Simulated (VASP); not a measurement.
# SnSe2 (P-3m1) in VASP: Born charges and dielectric tensor with LDA

Aim: the Born charges and dielectric tensor of SnSe2 with LDA.

Everything below comes from runs of VASP 6.6.1. Logs are shortened: lines on timing, memory, paths and dates and some standing lists are left out, and cuts for length are marked.

**1. The structure**

It takes space group P-3m1 (No. 164, trigonal). Conventional cell: a = 3.803 Å, b = 3.803 Å, c = 5.889 Å, α = 90.00°, β = 90.00°, γ = 120.00°. Around Sn (site symmetry -3m) lie 6 Se at 2.70 Å. Se (site symmetry 3m) has 3 Sn at 2.70 Å as nearest neighbours.

The cell is a database's computed one.

**2. Born charges and dielectric tensor, LDA**

File INCAR:

```
PREC = Accurate ; ENCUT = 600
EDIFF = 1E-8 ; ISMEAR = 0
SIGMA = 0.02 ; LREAL = False
LASPH = True ; NELM = 100
ALGO = Normal ; ISIF = 2
LWAVE = False ; LCHARG = False
LEPSILON = True ; IBRION = 8
NSW = 1
```

File KPOINTS:

```
Automatic mesh
0
Gamma
  9 9 4
```

File POSCAR:

```
SnSe2
1.0
    3.8032200000      0.0000000000      0.0000000000
   -1.9016100000      3.2936900000      0.0000000000
    0.0000000000      0.0000000000      5.8891000000
Sn Se
1 2
Direct
    0.0000000000      0.0000000000      0.0000000000
    0.6666700000      0.3333300000      0.7317900000
    0.3333300000      0.6666700000      0.2682100000
```

Potentials or basis: VASP PAW LDA potentials, release 64 (Sn, Se).

Started as:

```bash
$ cat potpaw_LDA.64/Sn/POTCAR potpaw_LDA.64/Se/POTCAR > POTCAR
$ mpirun -np 1 vasp_std > vasp.out
```

OUTCAR:

```text
PREC = Accurate
   ENCUT = 600
   EDIFF = 1E-8
   ISMEAR = 0
   LREAL = False
   LASPH = True
   NELM = 100
   ISIF = 2
   LEPSILON = True
   IBRION = 8
   NSW = 1

 ion  position               nearest neighbor table
   1  0.000  0.000  0.000-   2 2.70   3 2.70   2 2.70   3 2.70   2 2.70   3 2.70
   2  0.667  0.333  0.732-   1 2.70   1 2.70   1 2.70
   3  0.333  0.667  0.268-   1 2.70   1 2.70   1 2.70

  LATTYP: Found a hexagonal cell.
 ALAT       =     3.8032200000
 C/A-ratio  =     1.5484510494

  Lattice vectors:

 A1 = (   3.8032200000,   0.0000000000,   0.0000000000)
 A2 = (  -1.9016100000,   3.2936900000,   0.0000000000)
 A3 = (   0.0000000000,   0.0000000000,   5.8891000000)

Analysis of symmetry for initial positions (statically):
=====================================================================
 Subroutine PRICEL returns:
 Original cell was already a primitive cell.

 Routine SETGRP: Setting up the symmetry group for a
 hexagonal supercell.

 Subroutine GETGRP returns: Found  4 space group operations
 (whereof  4 operations were pure point group operations)
 out of a pool of 24 trial point group operations.

The static configuration has the point symmetry C_2h.

Analysis of symmetry for dynamics (positions and initial velocities):
=====================================================================
 Subroutine PRICEL returns:
 Original cell was already a primitive cell.

 Routine SETGRP: Setting up the symmetry group for a
 hexagonal supercell.

 Subroutine GETGRP returns: Found  4 space group operations
 (whereof  4 operations were pure point group operations)
 out of a pool of 24 trial point group operations.

The dynamic configuration has the point symmetry C_2h.

 Subroutine INISYM returns: Found  4 space group operations
 (whereof  4 operations are pure point group operations),
 and found     1 'primitive' translations

----------------------------------------------------------------------------------------

                                     Primitive cell

  volume of cell :      73.7706

  direct lattice vectors                    reciprocal lattice vectors
     3.803220000  0.000000000  0.000000000     0.262935092  0.151805422  0.000000000
    -1.901610000  3.293690000  0.000000000     0.000000000  0.303610844  0.000000000
     0.000000000  0.000000000  5.889100000     0.000000000  0.000000000  0.169805233

  length of vectors
     3.803220000  3.803224212  5.889100000     0.303611180  0.303610844  0.169805233

  position of ions in fractional coordinates (direct lattice)
     0.000000000  0.000000000  0.000000000
     0.666670000  0.333330000  0.731790000
     0.333330000  0.666670000  0.268210000

  ion indices of the primitive-cell ions
   primitive index   ion index
                 1           1
                 2           2
                 3           3

----------------------------------------------------------------------------------------

 KPOINTS: Automatic mesh

Automatic generation of k-mesh.
 Grid dimensions read from file:
 generate k-points for:    9    9    4

 Generating k-lattice:

  Cartesian coordinates                     Fractional coordinates (reciprocal lattice)
     0.029215010  0.016867269  0.000000000     0.111111111  0.000000000  0.000000000
     0.000000000  0.033734538  0.000000000     0.000000000  0.111111111  0.000000000
     0.000000000  0.000000000  0.042451308     0.000000000  0.000000000  0.250000000

  Length of vectors
     0.033734576  0.033734538  0.042451308

  Shift w.r.t. Gamma in fractional coordinates (k-lattice)
     0.000000000  0.000000000  0.000000000

 Subroutine IBZKPT returns following result:
 ===========================================

[... 492 lines left out ...]
           0.000010    16.438978     0.000145
          -0.000250     0.000144    19.439411
 ------------------------------------------------------

 Free energy of the ion-electron system (eV)
  ---------------------------------------------------
  ---------------------------------------------------
  free energy    TOTEN  =        -3.07745305 eV

  energy without entropy =       -3.07745305

------------------------ aborting loop because EDIFF is reached ----------------------------------------

--------------------------------------- Ionic step        2  -------------------------------------------

------------------------ aborting loop because EDIFF is reached ----------------------------------------

--------------------------------------- Ionic step        3  -------------------------------------------

------------------------ aborting loop because EDIFF is reached ----------------------------------------

 PIEZOELECTRIC TENSOR FIELD DIRECTION 3  (e Angst)
 -----------------------------------------------------------------------------
    -0.00100  0.00276 -0.00725           (  0.00003 -0.00000 -0.00002)
     0.00276  0.00219  0.00418           ( -0.00000  0.00002  0.00001)
    -0.00725  0.00418 -0.00341           ( -0.00002  0.00001 -0.00006)

 PIEZOELECTRIC TENSOR FIELD DIRECTION 3  (C/m^2)
 -----------------------------------------------------------------------------
    -0.00022  0.00060 -0.00157
     0.00060  0.00048  0.00091
    -0.00157  0.00091 -0.00074

--------------------------------------- Ionic step        4  -------------------------------------------

------------------------ aborting loop because EDIFF is reached ----------------------------------------

[... ionic steps 5 to 5 ...]

--------------------------------------- Ionic step        6  -------------------------------------------

------------------------ aborting loop because EDIFF is reached ----------------------------------------

--------------------------------------- Ionic step        7  -------------------------------------------

------------------------ aborting loop because EDIFF is reached ----------------------------------------

[... ionic steps 8 to 8 ...]

--------------------------------------- Ionic step        9  -------------------------------------------

 Free energy of the ion-electron system (eV)
  ---------------------------------------------------
  ---------------------------------------------------
  free energy    TOTEN  =        -0.09725408 eV

  energy without entropy =       -0.09725408

------------------------ aborting loop because EDIFF is reached ----------------------------------------

 INTERNAL STRAIN TENSOR  FOR ION    2  DIRECTION 3   (eV/Angst):
 -----------------------------------------------------------------------------
     5.21882 -0.01511 -0.06616
    -0.01511  5.20139  0.03819
     0.13477 -0.07781 13.92126

 MACROSCOPIC STATIC DIELECTRIC TENSOR (including local field effects in DFT)
 ------------------------------------------------------
          15.412966     0.000057    -0.000224
           0.000057    15.413077     0.000129
          -0.000220     0.000127    16.704362
 ------------------------------------------------------

 PIEZOELECTRIC TENSOR (including local field effects)  for field in x, y, z        (e  Angst)
          XX          YY          ZZ          XY          YZ          ZX
  --------------------------------------------------------------------------------
  x     0.00000     0.00000     0.00000     0.00000     0.00000     0.00000
  y     0.00000     0.00000     0.00000     0.00000     0.00000     0.00000
  z     0.00000     0.00000     0.00000     0.00000     0.00000     0.00000

 PIEZOELECTRIC TENSOR (including local field effects)  for field in x, y, z        (C/m^2)
          XX          YY          ZZ          XY          YZ          ZX
  --------------------------------------------------------------------------------
  x     0.00000     0.00000     0.00000     0.00000     0.00000     0.00000
  y     0.00000     0.00000     0.00000     0.00000     0.00000     0.00000
  z     0.00000     0.00000     0.00000     0.00000     0.00000     0.00000

 BORN EFFECTIVE CHARGES (including local field effects) (in |e|, cummulative output)
 ---------------------------------------------------------------------------------
 ion    1
    1     5.31094     0.00002    -0.00004
    2     0.00002     5.31098     0.00002
    3    -0.00006     0.00003     2.67724
 ion    2
    1    -2.65547    -0.00001     0.00002
    2    -0.00001    -2.65549    -0.00001
    3     0.00003    -0.00002    -1.33862
 ion    3
    1    -2.65547    -0.00001     0.00002
    2    -0.00001    -2.65549    -0.00001
    3     0.00003    -0.00002    -1.33862

 INTERNAL STRAIN TENSOR FOR ION    3 for displacements in x,y,z  (eV/Angst):
          X           Y           Z          XY          YZ          ZX
  --------------------------------------------------------------------------------
  x     0.00282    -0.00087    -0.00115     0.52837     0.00148    -5.66899
  y     1.08751    -1.08864     0.00066    -0.96390    -4.66387     0.00145
  z    -5.21882    -5.20139   -13.92126     0.01511     0.07781     0.06616

 SECOND DERIVATIVES (NOT SYMMETRIZED)
 ------------------------------------
               1X          1Y          1Z          2X          2Y          2Z          3X          3Y          3Z
  1X    -5.348432    0.000314   -0.000395    2.674216   -0.000157    0.000198    2.674216   -0.000157    0.000198
  1Y     0.000314   -5.348085    0.000228   -0.000157    2.674042   -0.000114   -0.000157    2.674042   -0.000114
  1Z    -0.000427    0.000247  -15.072465    0.000213   -0.000123    7.536232    0.000213   -0.000123    7.536232
  2X     2.673858    0.000234   -0.000059   -3.740664   -0.001351    0.000190    1.066807    0.001116   -0.000131
  2Y     0.000234    2.674136    0.000034   -0.001351   -3.742235   -0.000110    0.001116    1.068099    0.000076
  2Z     0.000543   -0.000314    7.531926   -0.000067    0.000038   -8.553212   -0.000477    0.000275    1.021286
  3X     2.673858    0.000234   -0.000059    1.066807    0.001116   -0.000131   -3.740664   -0.001351    0.000190
  3Y     0.000234    2.674136    0.000034    0.001116    1.068099    0.000076   -0.001351   -3.742235   -0.000110
  3Z     0.000543   -0.000314    7.531926   -0.000477    0.000275    1.021286   -0.000067    0.000038   -8.553212

 Eigenvectors and eigenvalues of the dynamical matrix
 ----------------------------------------------------

   1 f  =    7.371859 THz    46.318758 2PiTHz  245.898756 cm-1    30.487546 meV
             X         Y         Z           dx          dy          dz
      0.000000  0.000000  0.000000    -0.000040    0.000023   -0.755653
      1.901629  1.097886  4.309584     0.000017   -0.000010    0.463136
     -0.000019  2.195804  1.579516     0.000017   -0.000010    0.463136
[... 43 lines left out ...]
   9 f/i=    0.001055 THz     0.006628 2PiTHz    0.035186 cm-1     0.004362 meV
             X         Y         Z           dx          dy          dz
      0.000000  0.000000  0.000000    -0.020449    0.011806   -0.654548
      1.901629  1.097886  4.309584    -0.016646    0.009611   -0.533981
     -0.000019  2.195804  1.579516    -0.016646    0.009611   -0.533981

--------------------------------------------------------------------------------------------------------

 MACROSCOPIC STATIC DIELECTRIC TENSOR IONIC CONTRIBUTION
 ------------------------------------------------------
          12.936566     0.000218    -0.000344
           0.000218    12.936855     0.000198
          -0.000344     0.000198     1.166690
 ------------------------------------------------------

 ELASTIC MODULI CONTR FROM IONIC RELAXATION (kBar)
 Direction    XX          YY          ZZ          XY          YZ          ZX
 --------------------------------------------------------------------------------
 XX        -134.2440   -112.4592   -329.6134      9.8144     47.6466      1.6577
 YY        -112.4592   -133.4377   -328.4937     -9.1155    -44.0061      1.5492
 ZZ        -329.6134   -328.4937   -879.2226      0.9705      4.9552      4.0921
 XY           9.8144     -9.1155      0.9705    -10.9178    -40.6176     27.0970
 YZ          47.6466    -44.0061      4.9552    -40.6176   -196.4429      0.2359
 ZX           1.6577      1.5492      4.0921     27.0970      0.2359   -290.3902
 --------------------------------------------------------------------------------

 PIEZOELECTRIC TENSOR IONIC CONTR  for field in x, y, z        (C/m^2)
          XX          YY          ZZ          XY          YZ          ZX
  --------------------------------------------------------------------------------
  x    -0.00000     0.00000    -0.00000     0.00000     0.00000     0.00000
  y     0.00000     0.00000     0.00000     0.00000    -0.00000     0.00000
  z     0.00000     0.00000     0.00000     0.00000     0.00000     0.00000
```

Run time: 13 min. Hardware: 1 thread of Intel Xeon 6975P-C (Granite Rapids), shared host; peak memory 0.61 GiB.

What came out:

- Band gap on the k mesh: 0.36 eV, indirect (least direct gap 0.68 eV)
- Electronic dielectric tensor (diagonal): 15.41, 15.41, 16.70
- Born charges (mean of the diagonal): Sn +4.43; Se -2.22 e
- Highest phonon frequency at Γ, LO-TO splitting left out: 246 cm⁻¹

Phonon frequencies in cm⁻¹ (negative: imaginary):
```
              q point                    frequencies
(0.000, 0.000, 0.000)  0 0 0 129 129 146 146 182 246
```

Electronic dielectric tensor:
```
15.41  0.00  0.00
 0.00 15.41  0.00
 0.00  0.00 16.70
```

Born effective charge tensors (e):
atom 1, Sn
```
5.31 0.00 0.00
0.00 5.31 0.00
0.00 0.00 2.68
```
atom 2, Se
```
-2.66  0.00  0.00
 0.00 -2.66  0.00
 0.00  0.00 -1.34
```
atom 3, Se
```
-2.66  0.00  0.00
 0.00 -2.66  0.00
 0.00  0.00 -1.34
```

Caveat: the gap is small at this level, which inflates the dielectric constant; spin-orbit coupling is left out, which moves the levels of the heavy elements; an odd mesh through Γ misses points on the zone boundary, where band edges often lie.
